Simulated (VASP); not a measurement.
# Li (Im-3m) in VASP: a series of runs

The runs below take Li through single point, relaxation of cell and atoms, with PBE.

All numbers are computed with VASP 6.6.1; they aren't measurements. Logs are shortened: lines on timing, memory, paths and dates and some standing lists are left out, and cuts for length are marked.

**1. The structure**

It takes space group Im-3m (No. 229, cubic). The conventional cell has a = 3.433 Å, b = 3.433 Å, c = 3.433 Å, α = 90.00°, β = 90.00°, γ = 90.00°. Around Li (site symmetry m-3m) lie 8 Li at 2.97 Å.

The cell was built by a generator and needn't be a form met in nature.

**2. Single point, PBE**

File INCAR:

```
SYSTEM = Li
  PREC = Accurate
  ENCUT = 520
  EDIFF = 1E-6
  ISMEAR = 1
  SIGMA = 0.1
  LREAL = .False.
  LASPH = .True.
  NELM = 100
  ALGO = Fast
  ISIF = 2
  LWAVE = .False.
  LCHARG = .True.
  GGA = PE
  LELF = .True.
  LVHAR = .True.
  NBANDS = 10
```

File KPOINTS:

```
regular mesh
0
Gamma
  18 18 18
  0 0 0
```

File POSCAR:

```
Li
1.0
    3.4332408117      0.0000000000      0.0000000000
    0.0000000000      3.4332408117      0.0000000000
    0.0000000000      0.0000000000      3.4332408117
Li
2
Direct
    0.0000000000      0.0000000000      0.0000000000
    0.5000000000      0.5000000000      0.5000000000
```

Potentials or basis: VASP PAW PBE potentials, release 64 (Li_sv).

Run with:

```
cat potpaw_PBE.64/Li_sv/POTCAR > POTCAR
mpirun -np 1 vasp_std > vasp.out
```

OUTCAR:

```text
SYSTEM = Li
   PREC = Accurate
   ENCUT = 520
   EDIFF = 1E-6
   ISMEAR = 1
   LREAL = .False.
   LASPH = .True.
   NELM = 100
   ISIF = 2
   GGA = PE

 ion  position               nearest neighbor table
   1  0.000  0.000  0.000-
   2  0.500  0.500  0.500-

  LATTYP: Found a simple cubic cell.
 ALAT       =     3.4332408117

  Lattice vectors:

 A1 = (   3.4332408117,   0.0000000000,   0.0000000000)
 A2 = (   0.0000000000,   3.4332408117,   0.0000000000)
 A3 = (   0.0000000000,   0.0000000000,   3.4332408117)

Analysis of symmetry for initial positions (statically):
=====================================================================
 Subroutine PRICEL returns following result:

  LATTYP: Found a body centered cubic cell.
 ALAT       =     3.4332408117

  Lattice vectors:

 A1 = (   1.7166204059,   1.7166204059,  -1.7166204058)
 A2 = (  -1.7166204059,   1.7166204058,   1.7166204058)
 A3 = (   1.7166204059,  -1.7166204058,   1.7166204059)

   2 primitive cells build up your supercell.

 Routine SETGRP: Setting up the symmetry group for a
 simple cubic supercell.

 Subroutine GETGRP returns: Found 48 space group operations
 (whereof 48 operations were pure point group operations)
 out of a pool of 48 trial point group operations.

The static configuration has the point symmetry O_h .

Analysis of symmetry for dynamics (positions and initial velocities):
=====================================================================
 Subroutine PRICEL returns following result:

  LATTYP: Found a body centered cubic cell.
 ALAT       =     3.4332408117

  Lattice vectors:

 A1 = (   1.7166204059,   1.7166204059,  -1.7166204058)
 A2 = (  -1.7166204059,   1.7166204058,   1.7166204058)
 A3 = (   1.7166204059,  -1.7166204058,   1.7166204059)

   2 primitive cells build up your supercell.

 Routine SETGRP: Setting up the symmetry group for a
 simple cubic supercell.

 Subroutine GETGRP returns: Found 48 space group operations
 (whereof 48 operations were pure point group operations)
 out of a pool of 48 trial point group operations.

The dynamic configuration has the point symmetry O_h .

 Subroutine INISYM returns: Found 48 space group operations
 (whereof 48 operations are pure point group operations),
 and found     2 'primitive' translations

[... 98 lines left out ...]
   ISIF   =      2    stress and relaxation
   ISYM   =      2    0-nonsym 1-usesym 2-fastsym
   POTIM  = 0.5000    time-step for ionic-motion
   TEBEG  =    0.0;   TEEND  =   0.0 temperature during run
   PSTRESS=    0.0 pullay stress
   NELECT =       6.0000    total number of electrons
   NUPDOWN=      -1.0000    fix difference up-down
   EMIN   =  10.00;   EMAX   =-10.00  energy-range for DOS
   EFERMI =   0.00;   METHOD = LEGACY
   ISMEAR =     1;   SIGMA  =   0.10  broadening in eV -4-tet -1-fermi 0-gaus
   EFERMI_NEDOS =   21; number of points for ismear=-14 and -15
   IALGO  =     68    algorithm
   IMIX   =      4    mixing-type and parameters
     AMIX     =   0.40;   BMIX     =  1.00
     AMIX_MAG =   1.60;   BMIX_MAG =  1.00
  volume/ion in A,a.u.               =      20.23       136.55
  Fermi-wavevector in a.u.,A,eV,Ry     =   0.866472  1.637394 10.214886  0.750773
  Thomas-Fermi vector in A             =   1.984865
   LORBIT       =      0    0 simple, 1 ext, 2 COOP (PROOUT), +10 PAW based schemes
   GGA     = PE    functional components
   LHFCALC =     F    Hartree Fock is set to
   AEXX    =    0.0000 exact exchange contribution
   IVDW    =     0    specifies the selected vdW correction
   LEPSILON=     F    determine dielectric tensor
   LRPA    =     F    only Hartree local field effects (RPA)
 non-spin polarized calculation
 RMM-DIIS sequential band-by-band and
 Methfessel and Paxton  Order N= 1 SIGMA  =   0.10
  energy-cutoff  :      520.00
  volume of cell :       40.47
 maximum number of plane-waves:      1108
 NGX is ok and might be reduce to    28
   NGX = 13   NGY = 13   NGZ = 13

 number of electron       6.0000000 magnetization

 Free energy of the ion-electron system (eV)
  ---------------------------------------------------
  ext. energy  EPLUGINS =         0.00000000
  ---------------------------------------------------
  free energy    TOTEN  =        -3.80921121 eV

  energy without entropy =       -3.80891111  energy(sigma->0) =       -3.80911117

 E-fermi :   0.6568     XC(G=0):  -7.0489

 val. band max:        0.6429088610   @ k =   0.5000   0.3889   0.0556
 cond. band min:       0.6604328369   @ k =   0.5000   0.3333   0.1667
 fundamental gap:      0.0175239759
 Fermi energy:         0.6568019883

 k-point     1 :       0.0000    0.0000    0.0000
  band No.  band energies     occupation
      1     -45.9019      2.00000
      2     -45.8688      2.00000
      3      -2.9329      2.00000
      4       6.1573      0.00000
      5       6.1573      0.00000
      6       6.1573      0.00000
      7       8.4114      0.00000
      8       8.4114      0.00000
      9      14.2752      0.00000
     10      15.2530      0.00000
[... 287 lines left out ...]
 k-point    24 :       0.3333    0.1111    0.0000
  band No.  band energies     occupation
      1     -45.8919      2.00000
      2     -45.8764      2.00000
      3      -1.7563      2.00000
      4       1.4987     -0.00000
      5       6.3903      0.00000
      6       7.6593      0.00000
      7      10.2653      0.00000
      8      10.9525      0.00000
      9      11.5173      0.00000
     10      13.3748      0.00000

 [... further k-points ...]

------------------------ aborting loop because EDIFF is reached ----------------------------------------

  FORCE on cell =-STRESS in cart. coord.  units (eV):
  Direction    XX          YY          ZZ          XY          YZ          ZX
  --------------------------------------------------------------------------------------
  -------------------------------------------------------------------------------------
  Total       -0.0067305     -0.0067305     -0.0067305      0.0000000      0.0000000     -0.0000000
  in kB       -0.2664664     -0.2664664     -0.2664664      0.0000000      0.0000000     -0.0000000
  external PRESSURE =      -0.2664664 kB  Pullay stress =       0.0000000 kB

 VOLUME and BASIS-vectors are now :
 -----------------------------------------------------------------------------
  energy-cutoff  :      520.00
  volume of cell :       40.47
      direct lattice vectors                 reciprocal lattice vectors
     3.433240812  0.000000000  0.000000000     0.291269985  0.000000000  0.000000000
     0.000000000  3.433240812  0.000000000     0.000000000  0.291269985  0.000000000
     0.000000000  0.000000000  3.433240812     0.000000000  0.000000000  0.291269985

 POSITION                                       TOTAL-FORCE (eV/Angst)
 -----------------------------------------------------------------------------------
      0.00000      0.00000      0.00000         0.000000      0.000000      0.000000
      1.71662      1.71662      1.71662        -0.000000     -0.000000     -0.000000
 -----------------------------------------------------------------------------------
    total drift:                                0.000000      0.000000      0.000000

  FREE ENERGIE OF THE ION-ELECTRON SYSTEM (eV)
  ---------------------------------------------------
  free  energy   TOTEN  =        -3.8092112067 eV

  energy  without entropy=       -3.8089111091  energy(sigma->0) =       -3.80911117
```

Wall time 41 s (1 thread of AMD EPYC 9R45 (Zen 5), shared host); peak memory 0.16 GiB.

What came out:

```yaml
Free_energy: -3.8092 eV
Band_gap_on_the_k_mesh: none (metal or under the smearing width)
```

Levels at points of the mesh, in eV from the Fermi level:
| k point | band 1 | band 2 | band 3 | band 4 | band 5 | band 6 | band 7 | band 8 |
| --- | --- | --- | --- | --- | --- | --- | --- | --- |
| (0.00, 0.00, 0.00) | -46.56 | -46.53 | -3.59 | 5.50 | 5.50 | 5.50 | 7.75 | 7.75 |
| (0.50, 0.00, 0.00) | -46.54 | -46.54 | -1.17 | -1.17 | 8.52 | 8.52 | 8.52 | 8.52 |
| (0.50, 0.50, 0.00) | -46.54 | -46.54 | 0.22 | 0.22 | 3.24 | 3.24 | 10.35 | 10.35 |
| (0.50, 0.50, 0.50) | -46.54 | -46.54 | 3.36 | 3.36 | 3.36 | 3.36 | 3.36 | 3.36 |

Caveat: the cutoff is under 1.25 times the usual one of these potentials, so pressure, stress and relaxed cells hold a basis-set (Pulay) error.

**3. Relaxation of cell and atoms, PBE**

This run uses another cell than the first one, of 20.53 Å³/atom, 1.015 times its volume.

File INCAR:

```
SYSTEM = Li
ALGO     = Normal         ! electronic algorithm
EDIFF    = 1E-6           ! SCF threshold, eV
EDIFFG   = -0.005         ! ionic threshold
ENCUT    = 600            ! plane-wave cutoff, eV
GGA      = PE             ! functional
IBRION   = 2              ! ionic algorithm
ISIF     = 3              ! what is computed and relaxed
ISMEAR   = 1              ! smearing method
LASPH    = .TRUE.         ! aspherical terms in the spheres
LCHARG   = .FALSE.        ! write CHGCAR
LREAL    = .FALSE.        ! projectors in reciprocal space
LWAVE    = .FALSE.        ! write WAVECAR
NELM     = 100            ! most SCF steps
NSW      = 80             ! ionic steps
PREC     = Accurate       ! precision mode
SIGMA    = 0.1            ! smearing width, eV
```

File KPOINTS:

```
k-points
0
G
  18 18 18
  0 0 0
```

File POSCAR:

```
Li
1.0
    3.4500000000      0.0000000000      0.0000000000
    0.0000000000      3.4500000000      0.0000000000
    0.0000000000      0.0000000000      3.4500000000
Li
2
Direct
    0.0000000000      0.0000000000      0.0000000000
    0.5000000000      0.5000000000      0.5000000000
```

Potentials or basis: VASP PAW PBE potentials, release 64 (Li_sv).

Run with:

```
cat potpaw_PBE.64/Li_sv/POTCAR > POTCAR
mpirun -np 1 vasp_std > vasp.out
```

Wall time 47 s (1 thread of AMD EPYC 9R45 (Zen 5), shared host); peak memory 0.16 GiB.

It converged, with:

```
Free energy                            : -3.8093 eV
Relaxed volume                         : 20.08 Å³/atom
Relaxed cell                           : a = 3.424 Å, b = 3.424 Å, c = 3.424 Å, α = 90.00°, β = 90.00°, γ = 90.00°
Space group after relaxing (to 0.05 Å) : Im-3m (No. 229)
Energy gained by relaxing              : 0.4 meV/atom
Ionic steps                            : 3
Pressure after relaxing                : 0.0 GPa
Band gap on the k mesh                 : none (metal or under the smearing width)
```

The path:
```tsv
step	energy change (eV)	largest force (eV/Å)	pressure (GPa)	volume (Å³)
1	0.0000	0.0000	-0.30	41.06
2	-0.0004	0.0000	-0.23	40.83
3	-0.0009	0.0000	-0.01	40.15
```

Final structure:
```yaml
crystal:
  lattice:
    - [3.42432, 0.00000, 0.00000]
    - [0.00000, 3.42432, 0.00000]
    - [0.00000, 0.00000, 3.42432]
  atoms:
    - { symbol: Li, position: [0.00000, 0.00000, 0.00000] }
    - { symbol: Li, position: [0.50000, 0.50000, 0.50000] }
```

Levels at points of the mesh, in eV from the Fermi level:
| k point | band 1 | band 2 | band 3 | band 4 | band 5 | band 6 | band 7 |
| --- | --- | --- | --- | --- | --- | --- | --- |
| (0.00, 0.00, 0.00) | -46.54 | -46.50 | -3.60 | 5.53 | 5.53 | 5.53 | 7.79 |
| (0.50, 0.00, 0.00) | -46.52 | -46.52 | -1.18 | -1.18 | 8.57 | 8.57 | 8.57 |
| (0.50, 0.50, 0.00) | -46.52 | -46.52 | 0.22 | 0.22 | 3.26 | 3.26 | 10.41 |
| (0.50, 0.50, 0.50) | -46.51 | -46.51 | 3.37 | 3.37 | 3.37 | 3.37 | 3.37 |

Caveat: the cutoff is under 1.25 times the usual one of these potentials, so pressure, stress and relaxed cells hold a basis-set (Pulay) error.
